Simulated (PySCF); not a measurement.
Molecule: SMILES Nc1ccccc1, C6H7N.

Geometry:
```json
{"atom": "N1", "x (Å)": "2.338", "y (Å)": "-0.208", "z (Å)": "0.163"}
{"atom": "C2", "x (Å)": "0.968", "y (Å)": "-0.085", "z (Å)": "0.052"}
{"atom": "C3", "x (Å)": "0.309", "y (Å)": "1.081", "z (Å)": "0.481"}
{"atom": "C4", "x (Å)": "-1.076", "y (Å)": "1.180", "z (Å)": "0.411"}
{"atom": "C5", "x (Å)": "-1.845", "y (Å)": "0.127", "z (Å)": "-0.085"}
{"atom": "C6", "x (Å)": "-1.199", "y (Å)": "-1.032", "z (Å)": "-0.512"}
{"atom": "C7", "x (Å)": "0.186", "y (Å)": "-1.142", "z (Å)": "-0.447"}
{"atom": "H8", "x (Å)": "2.777", "y (Å)": "-0.903", "z (Å)": "-0.426"}
{"atom": "H9", "x (Å)": "2.864", "y (Å)": "0.654", "z (Å)": "0.222"}
{"atom": "H10", "x (Å)": "0.898", "y (Å)": "1.914", "z (Å)": "0.875"}
{"atom": "H11", "x (Å)": "-1.562", "y (Å)": "2.099", "z (Å)": "0.750"}
{"atom": "H12", "x (Å)": "-2.933", "y (Å)": "0.210", "z (Å)": "-0.138"}
{"atom": "H13", "x (Å)": "-1.781", "y (Å)": "-1.869", "z (Å)": "-0.906"}
{"atom": "H14", "x (Å)": "0.678", "y (Å)": "-2.059", "z (Å)": "-0.783"}
```

Geometry PBE0-D3(BJ)/def2-SVP throughout; GIAO in PySCF 2.14.0 with density-fitted response routines, gas phase, one conformer, non-relativistic; equivalent atoms averaged; functional PBE0.

For orientation, IGLO-III gives these shifts δ (against NH3, TMS at the same level): N1 72.5, C2 155.7, C4/C6 138.1, C5 124.2, C3/C7 119.7, H11/H13 7.31, H12 6.82, H10/H14 6.66, H8/H9 3.21 ppm.

A run gave: N1 69.8, C2 144.8, C4/C6 129.2, C5 116.0, C3/C7 111.4, H11/H13 7.03, H12 6.54, H10/H14 6.30, H8/H9 2.64 ppm (shifts δ (against NH3, TMS at the same level)).

**Question.** Which basis set was used in that run?
A. cc-pVDZ
B. pcSseg-1
C. cc-pVTZ
D. 6-31G

**Answer.** A. C2 tells them apart best: cc-pVDZ gives 144.8, 6-31G gives 138.6, cc-pVTZ gives 151.4, pcSseg-1 gives 151.5 ppm.
